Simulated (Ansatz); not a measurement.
Runs of Ansatz 0.2.0 on TePb. The structure is cubic, space group Pm-3m (No. 221). The conventional cell has a = 4.002 Å, b = 4.002 Å, c = 4.002 Å, α = 90.00°, β = 90.00°, γ = 90.00°. Pb (site symmetry m-3m) has 8 Te at 3.47 Å as nearest neighbours. Te (site symmetry m-3m) is surrounded by 8 Pb at 3.47 Å. Measurements of this composition are mostly on another form, of space group No. 225.

| task | level | potentials or basis | spin | cell | k mesh | cutoff (eV) | smearing | gap on the mesh (eV) | pressure (GPa) |
| --- | --- | --- | --- | --- | --- | --- | --- | --- | --- |
| band structure | PBEsol | all-electron LAPW, scalar-relativistic | off | as given | 7 × 7 × 7 | 147 | fermi-dirac 0.05 eV | - | (a) |
| single point | PBE | all-electron LAPW, scalar-relativistic | off | as given | 7 × 7 × 7 | 147 | gaussian 0.015 eV | none | 0.1 |
| relaxation of cell and atoms | PBEsol+D3(BJ) | all-electron LAPW, scalar-relativistic | off | relaxed | 7 × 7 × 7 | - | fermi-dirac 0.05 eV | - | 0.0 |
| band structure | LDA | all-electron LAPW, relativistic spinors | SOC, no magnetisation | as given | 5 × 5 × 5 | 148 | fermi-dirac 0.05 eV | - | -3.8 |
| single point | PBE | all-electron LAPW, scalar-relativistic | off | as given | 7 × 7 × 7 | 147 | gaussian 0.027 eV | none | 0.1 |

Alike in all rows: basis error allowed 0.001 eV/atom.

Task: Fill in the values left out.

Result: (a) -2.7.

Caveats: spin-orbit coupling is left out, which moves the levels of the heavy elements (some runs); the k mesh is thin for a metal, which can move the energy by tens of meV per atom (some runs).

A k mesh can miss the band edges, and rows without SOC leave out spin-orbit coupling on Pb, Te.

A gap of «none» marks a metal or a gap under the smearing width.
